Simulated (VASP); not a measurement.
Input of a VASP 6.6.1 run:

INCAR

```
SYSTEM = SnSe2
PREC     = Accurate       ! precision mode
ENCUT    = 600            ! plane-wave cutoff, eV
EDIFF    = 1E-6           ! SCF threshold, eV
ISMEAR   = 0              ! smearing method
SIGMA    = 0.02           ! smearing width, eV
LREAL    = .False.        ! projectors in reciprocal space
LASPH    = .True.         ! aspherical terms in the spheres
NELM     = 80             ! most SCF steps
ALGO     = Fast           ! electronic algorithm
ISIF     = 3              ! what is computed and relaxed
LWAVE    = .False.        ! write WAVECAR
LCHARG   = .False.        ! write CHGCAR
GGA      = PE             ! functional
IVDW     = 12             ! dispersion correction
IBRION   = 2              ! ionic algorithm
NSW      = 60             ! ionic steps
EDIFFG   = -0.02          ! ionic threshold
```

Contents of KPOINTS:

```
regular mesh
0
Gamma
  8 8 4
  0 0 0
```

Contents of POSCAR:

```
SnSe2
1.0
    3.8110000000      0.0000000000      0.0000000000
   -1.9055000000      3.3004228138      0.0000000000
    0.0000000000      0.0000000000      6.1360000000
Sn Se
1 2
Direct
    0.0000000000      0.0000000000      0.0000000000
    0.6666666667      0.3333333333      0.7510000000
    0.3333333333      0.6666666667      0.2490000000
```

Potentials or basis: VASP PAW PBE potentials, release 64 (Sn_d, Se).

Run with:

```bash
$ cat potpaw_PBE.64/Sn_d/POTCAR potpaw_PBE.64/Se/POTCAR > POTCAR
$ mpirun -np 1 vasp_std > vasp.out
```

Problem. Predict the band gap on the k mesh.

Solution. 0.57 eV, indirect (least direct gap 0.82 eV).

Problem. Estimate the space group after relaxing (to 0.05 Å).

Solution. P-3m1 (No. 164).

Problem. Estimate the dispersion energy per atom.

Solution. -0.364 eV.

Stress tensor (GPa, compression positive):
```
 0.02  0.00  0.00
 0.00  0.02  0.00
 0.00  0.00 -0.12
```

Caveat: spin-orbit coupling is left out, which moves the levels of the heavy elements. A k mesh can miss the band edges.
